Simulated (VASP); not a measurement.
Al2O3:

```xyz
10
Lattice="2.7482 0.0000 4.3310 -1.3741 2.3800 4.3310 -1.3741 -2.3800 4.3310" Properties=species:S:1:pos:R:3 pbc="T T T"
Al    0.0000    0.0000    4.5761
Al    0.0000    0.0000    1.9204
Al    0.0000    0.0000    8.4169
Al    0.0000    0.0000   11.0726
O     1.2627   -0.7290    3.2483
O    -1.2627   -0.7290    3.2483
O     0.0000    1.4580    3.2483
O    -1.2627    0.7290    9.7447
O     1.2627    0.7290    9.7448
O     0.0000   -1.4580    9.7448
```

The cell was built by a generator and needn't be a form met in nature.

Base run:

* Program: VASP 6.6.1
* Functional: r2SCAN
* Potentials or basis: VASP PAW PBE potentials, release 64 (Al, O)
* Cutoff: 520 eV
* k mesh: 4 × 4 × 4
* Occupations: fermi-dirac, width 0.05 eV
* Spin: no spin polarisation

Its results: band gap on the k mesh 7.14 eV, direct; pressure -0.6 GPa; largest force 0.083 eV/Å.

Task: After a change of settings the same cell gave: band gap on the k mesh 7.09 eV, direct; pressure -1.8 GPa; largest force 0.075 eV/Å. Which change was it?
A. functional from r2SCAN to PBEsol; further incar settings from ALGO = Normal; EDIFF = 1e-07 to ALGO = Fast; EDIFF = 1e-07
B. functional from r2SCAN to PBE; further incar settings from ALGO = Normal; EDIFF = 1e-07 to ALGO = Fast; EDIFF = 1e-07
C. functional from r2SCAN to SCAN

Result: C.

Caveats: the PAW data sets were made with another functional, which shifts forces and pressure a little.
